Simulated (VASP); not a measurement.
# NaCl (Fm-3m) in VASP: relaxation of cell and atoms with r2SCAN

Aim: the relaxation of cell and atoms of NaCl with r2SCAN.

All numbers are computed with VASP 6.6.1; they aren't measurements. Logs are shortened: lines on timing, memory, paths and dates and some standing lists are left out, and cuts for length are marked.

## 1. The structure

Symmetry: Fm-3m, No. 225, cubic system. The conventional cell has a = 5.604 Å, b = 5.604 Å, c = 5.604 Å, α = 90.00°, β = 90.00°, γ = 90.00°. Around Na (site symmetry m-3m) lie 6 Cl at 2.80 Å. Cl (site symmetry m-3m) has 6 Na at 2.80 Å as nearest neighbours.

## 2. Relaxation of cell and atoms, r2SCAN

Input file INCAR:

```
SYSTEM = NaCl
PREC = Accurate ; ENCUT = 600
EDIFF = 1E-7 ; ISMEAR = 0
SIGMA = 0.02 ; LREAL = .False.
LASPH = .True. ; NELM = 100
ALGO = Normal ; ISIF = 3
LWAVE = .False. ; LCHARG = .False.
METAGGA = R2SCAN ; LMIXTAU = .True.
IBRION = 2 ; NSW = 80
EDIFFG = -0.004
```

Input file KPOINTS:

```
regular mesh
0
Gamma
  8 8 8
  0 0 0
```

Input file POSCAR:

```
NaCl
1.0
    0.0000000000      2.8017500000      2.8017500000
    2.8017500000      0.0000000000      2.8017500000
    2.8017500000      2.8017500000      0.0000000000
Na Cl
1 1
Direct
    0.0000000000      0.0000000000      0.0000000000
    0.5000000000      0.5000000000      0.5000000000
```

Potentials or basis: VASP PAW PBE potentials, release 64 (Na_pv, Cl).

On the command line:

```
> cat potpaw_PBE.64/Na_pv/POTCAR potpaw_PBE.64/Cl/POTCAR > POTCAR
> mpirun -np 1 vasp_std > vasp.out
```

OUTCAR:

```text
SYSTEM = NaCl
   PREC = Accurate
   ENCUT = 600
   EDIFF = 1E-7
   ISMEAR = 0
   LREAL = .False.
   LASPH = .True.
   NELM = 100
   ISIF = 3
   METAGGA = R2SCAN
   IBRION = 2
   NSW = 80
   EDIFFG = -0.004

 ion  position               nearest neighbor table
   1  0.000  0.000  0.000-
   2  0.500  0.500  0.500-

  LATTYP: Found a face centered cubic cell.
 ALAT       =     5.6035000000

  Lattice vectors:

 A1 = (   0.0000000000,   2.8017500000,   2.8017500000)
 A2 = (   2.8017500000,   0.0000000000,   2.8017500000)
 A3 = (   2.8017500000,   2.8017500000,   0.0000000000)

Analysis of symmetry for initial positions (statically):
=====================================================================
 Subroutine PRICEL returns:
 Original cell was already a primitive cell.

 Routine SETGRP: Setting up the symmetry group for a
 face centered cubic supercell.

 Subroutine GETGRP returns: Found 48 space group operations
 (whereof 48 operations were pure point group operations)
 out of a pool of 48 trial point group operations.

The static configuration has the point symmetry O_h .

Analysis of symmetry for dynamics (positions and initial velocities):
=====================================================================
 Subroutine PRICEL returns:
 Original cell was already a primitive cell.

 Routine SETGRP: Setting up the symmetry group for a
 face centered cubic supercell.

 Subroutine GETGRP returns: Found 48 space group operations
 (whereof 48 operations were pure point group operations)
 out of a pool of 48 trial point group operations.

The dynamic configuration has the point symmetry O_h .

 Subroutine INISYM returns: Found 48 space group operations
 (whereof 48 operations are pure point group operations),
 and found     1 'primitive' translations

----------------------------------------------------------------------------------------

                                     Primitive cell

  volume of cell :      43.9864

  direct lattice vectors                    reciprocal lattice vectors
     0.000000000  2.801750000  2.801750000    -0.178459891  0.178459891  0.178459891
     2.801750000  0.000000000  2.801750000     0.178459891 -0.178459891  0.178459891
     2.801750000  2.801750000  0.000000000     0.178459891  0.178459891 -0.178459891

  length of vectors
     3.962272848  3.962272848  3.962272848     0.309101599  0.309101599  0.309101599

  position of ions in fractional coordinates (direct lattice)
     0.000000000  0.000000000  0.000000000
     0.500000000  0.500000000  0.500000000

  ion indices of the primitive-cell ions
   primitive index   ion index
                 1           1
                 2           2

----------------------------------------------------------------------------------------

 KPOINTS: regular mesh

Automatic generation of k-mesh.
 Grid dimensions read from file:
 generate k-points for:    8    8    8

 Generating k-lattice:

  Cartesian coordinates                     Fractional coordinates (reciprocal lattice)
    -0.022307486  0.022307486  0.022307486     0.125000000  0.000000000  0.000000000
     0.022307486 -0.022307486  0.022307486     0.000000000  0.125000000  0.000000000
     0.022307486  0.022307486 -0.022307486     0.000000000  0.000000000  0.125000000

  Length of vectors
     0.038637700  0.038637700  0.038637700

  Shift w.r.t. Gamma in fractional coordinates (k-lattice)
     0.000000000  0.000000000  0.000000000

 Subroutine IBZKPT returns following result:
 ===========================================

 Found     29 irreducible k-points:

 Following reciprocal coordinates:
            Coordinates               Weight
  0.000000  0.000000  0.000000      1.000000
  0.125000  0.000000  0.000000      8.000000
  0.250000  0.000000  0.000000      8.000000
  0.375000  0.000000  0.000000      8.000000
  0.500000  0.000000  0.000000      4.000000
  0.125000  0.125000  0.000000      6.000000
[... 16 lines left out ...]
  0.500000  0.250000  0.125000     48.000000
 -0.375000  0.250000  0.125000     24.000000
 [... further k-points ...]
   k-points           NKPTS =     29   k-points in BZ     NKDIM =     29   number of bands    NBANDS=     11
   number of dos      NEDOS =    301   number of ions     NIONS =      2
   total plane-waves  NPLWV =  32768
   dimension x,y,z NGX =    32 NGY =   32 NGZ =   32
   dimension x,y,z NGXF=    64 NGYF=   64 NGZF=   64
   ions per type =               1   1
   NGX,Y,Z   is equivalent  to a cutoff of  13.43, 13.43, 13.43 a.u.
   NGXF,Y,Z  is equivalent  to a cutoff of  26.85, 26.85, 26.85 a.u.
 SYSTEM =  NaCl
   PREC   = accura    normal or accurate (medium, high low for compatibility)
   ISTART =      0    job   : 0-new  1-cont  2-samecut
   ICHARG =      2    charge: 1-file 2-atom 10-const
   ISPIN  =      1    spin polarized calculation?
   LNONCOLLINEAR =      F non collinear calculations
   LSORBIT =      F    spin-orbit coupling
   LASPH  =      T    aspherical Exc in radial PAW
   ENCUT  =  600.0 eV  44.10 Ry    6.64 a.u.   7.91  7.91  7.91*2*pi/ulx,y,z
   NELM   =    100;   NELMIN=  2; NELMDL= -5     # of ELM steps
   EDIFF  = 0.1E-06   stopping-criterion for ELM
   LREAL  =      F    real-space projection
   EDIFFG = -.4E-02   stopping-criterion for IOM
   NSW    =     80    number of steps for IOM
   IBRION =      2    ionic relax: 0-MD 1-quasi-New 2-CG
   NFREE  =      1    steps in history (QN), initial steepest desc. (CG)
   ISIF   =      3    stress and relaxation
   ISYM   =      2    0-nonsym 1-usesym 2-fastsym
   POTIM  = 0.5000    time-step for ionic-motion
   TEBEG  =    0.0;   TEEND  =   0.0 temperature during run
   PSTRESS=    0.0 pullay stress
   NELECT =      14.0000    total number of electrons
   NUPDOWN=      -1.0000    fix difference up-down
   EMIN   =  10.00;   EMAX   =-10.00  energy-range for DOS
   EFERMI =   0.00;   METHOD = LEGACY
   ISMEAR =     0;   SIGMA  =   0.02  broadening in eV -4-tet -1-fermi 0-gaus
   EFERMI_NEDOS =   21; number of points for ismear=-14 and -15
   IALGO  =     38    algorithm
   IMIX   =      4    mixing-type and parameters
     AMIX     =   0.40;   BMIX     =  1.00
     AMIX_MAG =   1.60;   BMIX_MAG =  1.00
  volume/ion in A,a.u.               =      21.99       148.42
  Fermi-wavevector in a.u.,A,eV,Ry     =   1.117750  2.112242 16.998653  1.249366
  Thomas-Fermi vector in A             =   2.254376
   LORBIT       =      0    0 simple, 1 ext, 2 COOP (PROOUT), +10 PAW based schemes
   METAGGA = R2SCAN    functional components
   LHFCALC =     F    Hartree Fock is set to
   AEXX    =    0.0000 exact exchange contribution
   IVDW    =     0    specifies the selected vdW correction
   LEPSILON=     F    determine dielectric tensor
   LRPA    =     F    only Hartree local field effects (RPA)
 conjugate gradient relaxation of ions
 non-spin polarized calculation
 Gauss-broadening in eV      SIGMA  =   0.02
  energy-cutoff  :      600.00
  volume of cell :       43.99
 maximum number of plane-waves:      1480
   NGX = 15   NGY = 15   NGZ = 15

--------------------------------------- Ionic step        1  -------------------------------------------

 number of electron      14.0000009 magnetization

 Free energy of the ion-electron system (eV)
  ---------------------------------------------------
  ext. energy  EPLUGINS =         0.00000000
  ---------------------------------------------------
  free energy    TOTEN  =       -13.79123819 eV

  energy without entropy =      -13.79123819  energy(sigma->0) =      -13.79123819

------------------------ aborting loop because EDIFF is reached ----------------------------------------

  FORCE on cell =-STRESS in cart. coord.  units (eV):
  Direction    XX          YY          ZZ          XY          YZ          ZX
  --------------------------------------------------------------------------------------
  -------------------------------------------------------------------------------------
  Total       -0.0398780     -0.0398780     -0.0398780     -0.0000000     -0.0000000      0.0000000
  in kB       -1.4525322     -1.4525322     -1.4525322     -0.0000000     -0.0000000      0.0000000
  external PRESSURE =      -1.4525322 kB  Pullay stress =       0.0000000 kB

 VOLUME and BASIS-vectors are now :
 -----------------------------------------------------------------------------
  energy-cutoff  :      600.00
  volume of cell :       43.99
      direct lattice vectors                 reciprocal lattice vectors
     0.000000000  2.801750000  2.801750000    -0.178459891  0.178459891  0.178459891
     2.801750000  0.000000000  2.801750000     0.178459891 -0.178459891  0.178459891
     2.801750000  2.801750000  0.000000000     0.178459891  0.178459891 -0.178459891
[... 73 lines left out ...]
 POSITION                                       TOTAL-FORCE (eV/Angst)
 -----------------------------------------------------------------------------------
      0.00000      0.00000      0.00000         0.000000      0.000000      0.000000
      2.79862      2.79862      2.79862        -0.000000     -0.000000     -0.000000
 -----------------------------------------------------------------------------------
    total drift:                                0.000000     -0.000000     -0.000000

  FREE ENERGIE OF THE ION-ELECTRON SYSTEM (eV)
  ---------------------------------------------------
  free  energy   TOTEN  =       -13.7913689997 eV

  energy  without entropy=      -13.7913689997  energy(sigma->0) =      -13.79136900

--------------------------------------- Ionic step        4  -------------------------------------------

 number of electron      14.0000010 magnetization

 Free energy of the ion-electron system (eV)
  ---------------------------------------------------
  ext. energy  EPLUGINS =         0.00000000
  ---------------------------------------------------
  free energy    TOTEN  =       -13.79138951 eV

  energy without entropy =      -13.79138951  energy(sigma->0) =      -13.79138951

 E-fermi :  -0.9155     XC(G=0):  -8.7556

 val. band max:       -1.0256775861   @ k =   0.0000   0.0000   0.0000
 cond. band min:       4.9951988649   @ k =   0.0000   0.0000   0.0000
 fundamental gap:      6.0208764509
 Fermi energy:        -0.9154827998

 k-point     1 :       0.0000    0.0000    0.0000
  band No.  band energies     occupation
      1     -22.5033      2.00000
      2     -22.5030      2.00000
      3     -22.5030      2.00000
      4     -14.3027      2.00000
      5      -1.0257      2.00000
      6      -1.0257      2.00000
      7      -1.0257      2.00000
      8       4.9952      0.00000
      9      10.7566      0.00000
     10      10.7566      0.00000
     11      10.7566      0.00000

 k-point     2 :       0.1250    0.0000    0.0000
  band No.  band energies     occupation
      1     -22.5077      2.00000
      2     -22.5036      2.00000
      3     -22.5033      2.00000
      4     -14.2517      2.00000
      5      -1.3967      2.00000
      6      -1.0709      2.00000
      7      -1.0708      2.00000
      8       5.4939      0.00000
      9      10.2200      0.00000
     10      10.9720      0.00000
     11      10.9721      0.00000
[... 295 lines left out ...]
 k-point    24 :      -0.3750    0.2500    0.1250
  band No.  band energies     occupation
      1     -22.5284      2.00000
      2     -22.5116      2.00000
      3     -22.5074      2.00000
      4     -13.9023      2.00000
      5      -2.7421      2.00000
      6      -1.8339      2.00000
      7      -1.4691      2.00000
      8       8.0548      0.00000
      9       9.5305      0.00000
     10      10.1056      0.00000
     11      11.6523      0.00000

 [... further k-points ...]

------------------------ aborting loop because EDIFF is reached ----------------------------------------

  FORCE on cell =-STRESS in cart. coord.  units (eV):
  Direction    XX          YY          ZZ          XY          YZ          ZX
  --------------------------------------------------------------------------------------
  -------------------------------------------------------------------------------------
  Total       -0.0058888     -0.0058888     -0.0058888      0.0000000     -0.0000000      0.0000000
  in kB       -0.2154156     -0.2154156     -0.2154156      0.0000000     -0.0000000      0.0000000
  external PRESSURE =      -0.2154156 kB  Pullay stress =       0.0000000 kB

 VOLUME and BASIS-vectors are now :
 -----------------------------------------------------------------------------
  energy-cutoff  :      600.00
  volume of cell :       43.80
      direct lattice vectors                 reciprocal lattice vectors
    -0.000000000  2.797759546  2.797759546    -0.178714429  0.178714429  0.178714429
     2.797759546 -0.000000000  2.797759546     0.178714429 -0.178714429  0.178714429
     2.797759546  2.797759546  0.000000000     0.178714429  0.178714429 -0.178714429

 POSITION                                       TOTAL-FORCE (eV/Angst)
 -----------------------------------------------------------------------------------
     -0.00000      2.79776      2.79776         0.000000      0.000000      0.000000
      2.79776      2.79776      2.79776        -0.000000     -0.000000     -0.000000
 -----------------------------------------------------------------------------------
    total drift:                               -0.000000     -0.000000      0.000000

  FREE ENERGIE OF THE ION-ELECTRON SYSTEM (eV)
  ---------------------------------------------------
  free  energy   TOTEN  =       -13.7913895109 eV

  energy  without entropy=      -13.7913895109  energy(sigma->0) =      -13.79138951

 reached required accuracy - stopping structural energy minimisation
```

Run time: 75 s. Hardware: 1 thread of Intel Xeon 6975P-C (Granite Rapids), shared host; peak memory 0.19 GiB.

What came out:

```yaml
Free_energy: -13.7914 eV
Relaxed_volume: 21.90 Å³/atom
Relaxed_cell: a = 3.957 Å, b = 3.957 Å, c = 3.957 Å, α = 60.00°, β = 60.00°, γ = 60.00°
Space_group_after_relaxing_to_0.05_Å: Fm-3m (No. 225)
Energy_gained_by_relaxing: 0.1 meV/atom
Ionic_steps: 4
Pressure_after_relaxing: 0.0 GPa
Band_gap_on_the_k_mesh: 6.02 eV, direct
```

The path:
```tsv
step	energy change (eV)	largest force (eV/Å)	pressure (GPa)	volume (Å³)
1	0.0000	0.0000	-0.15	43.99
2	-0.0001	0.0000	-0.06	43.86
3	-0.0001	0.0000	-0.05	43.84
4	-0.0002	0.0000	-0.02	43.80
```

Final structure:
```xyz
2
Lattice="0.0000 2.7978 2.7978 2.7978 0.0000 2.7978 2.7978 2.7978 0.0000" Properties=species:S:1:pos:R:3 pbc="T T T"
Na    0.0000    2.7978    2.7978
Cl    2.7978    2.7978    2.7978
```

Levels at points of the mesh, in eV from the valence-band top:
| k point | band 3 | band 4 | band 5 | band 6 | band 7 | band 8 | band 9 | band 10 | band 11 |
| --- | --- | --- | --- | --- | --- | --- | --- | --- | --- |
| (0.00, 0.00, 0.00) | -21.48 | -13.28 | 0.00 | 0.00 | 0.00 | 6.02 | 11.78 | 11.78 | 11.78 |
| (0.50, 0.00, 0.00) | -21.48 | -12.91 | -1.99 | -0.29 | -0.29 | 7.99 | 11.81 | 11.83 | 11.83 |
| (0.50, 0.50, 0.00) | -21.49 | -12.86 | -1.75 | -0.63 | -0.63 | 8.51 | 8.59 | 12.39 | 16.14 |

Caveat: the PAW data sets were made with another functional, which shifts forces and pressure a little. A k mesh can miss the band edges.
